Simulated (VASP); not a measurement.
Runs of VASP 6.6.1 on Ti2O3. It takes space group R-3c (No. 167, trigonal). Conventional cell: a = 5.126 Å, b = 5.126 Å, c = 13.878 Å, α = 90.00°, β = 90.00°, γ = 120.00°. Ti (site symmetry 3) is surrounded by 6 O at 2.02 to 2.08 Å. Around O (site symmetry 2) lie 4 Ti at 2.02 to 2.08 Å. 

```tsv
k mesh	cutoff (eV)	mesh quality	gap on the mesh (eV)	pressure (GPa)	largest force (eV/Å)
6 × 6 × 6	520	not flagged	none	-7.2	0.18
3 × 3 × 3	520	coarse	none	-7.2	0.20
6 × 6 × 6	600	not flagged	none	-7.3	0.18
9 × 9 × 9	520	not flagged	none	-7.2	0.18
6 × 6 × 6	700	not flagged	none	-7.4	0.18
12 × 12 × 12	520	not flagged	none	-7.2	0.18
6 × 6 × 6	400	not flagged	none	-	(a)
```

Alike in all rows: task single point; level PBEsol; potentials or basis VASP PAW PBE potentials, release 64 (Ti_sv, O); no spin polarisation; cell as given; smearing gaussian 0.02 eV.

**Question.** Estimate the missing entries.

**Answer.** (a) 0.16.

Caveats: some runs use coarse meshes; the PAW data sets were made with another functional, which shifts forces and pressure a little; semilocal functionals often make such compounds metallic where correlation or magnetic order opens a gap, which also shifts bond lengths; the cutoff is under 1.25 times the usual one of these potentials, so pressure, stress and relaxed cells hold a basis-set (Pulay) error (some runs).

A gap of «none» marks a metal or a gap under the smearing width.
